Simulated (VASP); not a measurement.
**TePb: relaxation of cell and atoms with PBE**

TePb:

```
Te Pb
1.0
     0.00000    3.28409    3.28409
     3.28409    0.00000    3.28409
     3.28409    3.28409    0.00000
Te Pb
1 1
Direct
  0.50000 0.50000 0.50000
  0.00000 0.00000 0.00000
```

| Property | Result |
| --- | --- |
| Program | VASP 6.6.1 |
| Task | relaxation of cell and atoms |
| Functional | PBE |
| Potentials or basis | VASP PAW PBE potentials, release 64 (Te, Pb_d) |
| Cutoff | 600 eV |
| k mesh | 8 × 8 × 8 |
| Occupations | gaussian, width 0.03 eV |
| Spin | no spin polarisation |
| Further INCAR settings | ALGO = Normal; EDIFF = 1e-07; IBRION = 2; EDIFFG = -0.005; NSW = 90; ISIF = 3 |

* Pressure after relaxing: 0.0 GPa
* Band gap on the k mesh: 0.83 eV, direct

Final structure:
```xyz
2
Lattice="0.0000 3.2841 3.2841 3.2841 0.0000 3.2841 3.2841 3.2841 0.0000" Properties=species:S:1:pos:R:3 pbc="T T T"
Te    3.2841    3.2841    3.2841
Pb    0.0000    0.0000    0.0000
```

Levels at points of the mesh, in eV from the valence-band top:
```csv
k point,band 6,band 7,band 8,band 9,band 10,band 11,band 12,band 13,band 14
"(0.00, 0.00, 0.00)",-11.62,-5.71,-1.16,-1.16,-1.16,4.03,4.03,4.03,5.91
"(0.50, 0.00, 0.00)",-10.31,-8.33,-0.73,-0.73,0.00,0.83,1.39,1.39,8.34
"(0.50, 0.50, 0.00)",-10.11,-7.22,-4.11,-2.52,-2.52,3.51,5.31,5.31,6.44
```

Wall time 34 s on 1 thread of Intel(R) Xeon(R) Platinum 8259CL CPU @ 2.50GHz (Skylake/Cascade Lake), with other jobs on the host, peak memory 0.26 GiB.

Caveat: the relaxation stopped at its first step, so nothing moved; spin-orbit coupling is left out, which as a rule narrows the gap of such compounds by several tenths of an eV. A k mesh can miss the band edges.
